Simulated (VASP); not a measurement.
The system is GeSe.

```
Ge Se
1.0
    10.79000    0.00000    0.00000
     0.00000    3.82000    0.00000
     0.00000    0.00000    4.38000
Ge Se
4 4
Direct
  0.12100 0.75000 0.89400
  0.62100 0.75000 0.60600
  0.37900 0.25000 0.39400
  0.87900 0.25000 0.10600
  0.85200 0.75000 0.49700
  0.35200 0.75000 0.00300
  0.64800 0.25000 0.99700
  0.14800 0.25000 0.50300
```

- Program: VASP 6.6.1
- Task: relaxation of cell and atoms
- Functional: rev-vdW-DF2
- Potentials or basis: VASP PAW PBE potentials, release 64 (Ge_d, Se)
- Cutoff: 600 eV
- k mesh: 4 × 8 × 6
- Occupations: gaussian, width 0.03 eV
- Spin: no spin polarisation

At the start: pressure 2.4 GPa; volume 22.57 Å³/atom.

Task: Where does the relaxation end?

Result: Over 18 steps the energy falls by 8.0 meV/atom and the volume is 23.48 Å³/atom (+4.1 %); space group Pnma (No. 62, to 0.05 Å).

The path:
```
step  energy change (eV)  largest force (eV/Å)  pressure (GPa)  volume (Å³)
   1              0.0000                0.2887            2.38       180.53
   2             -0.0468                0.1972           -0.91       189.44
   3             -0.0565                0.0819           -0.01       186.74
   4             -0.0565                0.0773            0.05       186.61
   5             -0.0585                0.0556            0.06       186.78
   6             -0.0600                0.0338            0.07       187.03
   7             -0.0601                0.0401            0.06       187.09
   8             -0.0609                0.0305            0.01       187.46
   9             -0.0610                0.0256           -0.06       187.75
  10             -0.0617                0.0227           -0.08       187.75
  11             -0.0630                0.0190           -0.06       187.76
  12             -0.0624                0.0336            0.09       187.79
  13             -0.0633                0.0219            0.07       187.77
  14             -0.0633                0.0368           -0.12       188.39
  15             -0.0635                0.0254           -0.09       188.06
  16             -0.0638                0.0263            0.01       187.80
  17             -0.0638                0.0263            0.04       187.79
  18             -0.0642                0.0085           -0.03       187.85
```

Final structure:
```yaml
crystal:
  lattice:
    - [11.00123, 0.00000, 0.00000]
    - [0.00000, 3.88641, 0.00000]
    - [0.00000, 0.00000, 4.39353]
  atoms:
    - { symbol: Ge, position: [0.12363, 0.75000, 0.89094] }
    - { symbol: Ge, position: [0.62363, 0.75000, 0.60906] }
    - { symbol: Ge, position: [0.37637, 0.25000, 0.39094] }
    - { symbol: Ge, position: [0.87637, 0.25000, 0.10906] }
    - { symbol: Se, position: [0.85491, 0.75000, 0.50230] }
    - { symbol: Se, position: [0.35491, 0.75000, 0.99770] }
    - { symbol: Se, position: [0.64509, 0.25000, 0.00230] }
    - { symbol: Se, position: [0.14509, 0.25000, 0.49770] }
```

Caveat: the PAW data sets were made with another functional, which shifts forces and pressure a little.
